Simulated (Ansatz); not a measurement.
Given:

BeO (wurtzite)

```
BeO
1.0
    2.69025     0.00000     0.00000
   -1.34512     2.32982     0.00000
    0.00000     0.00000     4.36941
Be O
2 2
Direct
  0.66667   0.33333   0.00145
  0.33333   0.66667   0.50145
  0.66667   0.33333   0.62375
  0.33333   0.66667   0.12375
```

Equation-of-state scan: isotropic scaling of the cell above, V₀ being its volume. The atoms relax within the cell's symmetry.

Method: r2SCAN (plane waves to 500 eV, PAW, scalar-relativistic; Ansatz, a first-principles code). k mesh 14×14×8 (Γ-centred), Fermi-Dirac smearing 0.05 eV. The energy includes the smearing's −TS. Compression counts positive. With the shape held, the modulus is that of even scaling; a crystal free to change shape is softer. BeO was relaxed with its symmetry unable to fall. The PAW data are Ansatz's earlier set. ΔE is measured from the relaxed starting cell.

The scan covers V/V₀ from 0.840 to 1.160 in 11 points.

### Question
What pressure does the cell carry at V/V₀ = 0.840?

### Answer
54.3 GPa.

### Question
What is ΔE at V/V₀ = 0.840?

### Answer
161.7 meV/atom.

### Question
What is ΔE at V/V₀ = 1.160?

### Answer
97.4 meV/atom.

(Under strain, the slope of the energy per volume gives the stress and its curvature an elastic modulus.)
